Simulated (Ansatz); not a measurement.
The system is SiO2.

```
Si O
1.0
    -4.47204    4.47204    2.61177
     4.47204   -4.47204    2.61177
     4.47204    4.47204   -2.61177
Si O
4 8
Direct
  0.82311 0.82311 0.64622
  0.17689 0.82311 0.00000
  0.82311 0.17689 0.00000
  0.17689 0.17689 0.35378
  0.00000 0.79145 0.79145
  0.20855 0.00000 0.20855
  0.79145 0.00000 0.79145
  0.00000 0.20855 0.20855
  0.00000 0.00000 0.50000
  0.50000 0.00000 0.00000
  0.00000 0.50000 0.00000
  0.50000 0.50000 0.50000
```

The cell comes from a database or a generator and needn't be the stable form of this composition.

Base run:

| Quantity | Value |
| --- | --- |
| Program | Ansatz 0.2.0 |
| Functional | PBEsol |
| Potentials or basis | Ansatz PAW |
| Cutoff | 420 eV (not typed: the program's choice for these potentials) |
| k mesh | 6 × 6 × 6 |
| Occupations | fermi-dirac, width 0.05 eV |
| Spin | no spin polarisation |

Its results: band gap on the k mesh 5.53 eV, indirect (least direct gap 5.54 eV); pressure 1.8 GPa; largest force 0.136 eV/Å.

The run is repeated on the same cell with these changes: functional from PBEsol to r2SCAN; cutoff from 420 eV (not typed: the program's choice for these potentials) to 500 eV (not typed: the program's choice for these potentials). What comes out?

Band gap on the k mesh 6.08 eV, indirect (least direct gap 6.08 eV); pressure 0.1 GPa; largest force 0.025 eV/Å.

r2SCAN gives the wider gap, since meta-GGAs in the generalised Kohn-Sham scheme recover part of the derivative discontinuity.

Caveats: the PAW data sets come from PBE, with cores solved anew for the run's functional, which leaves a small shift of forces and pressure.
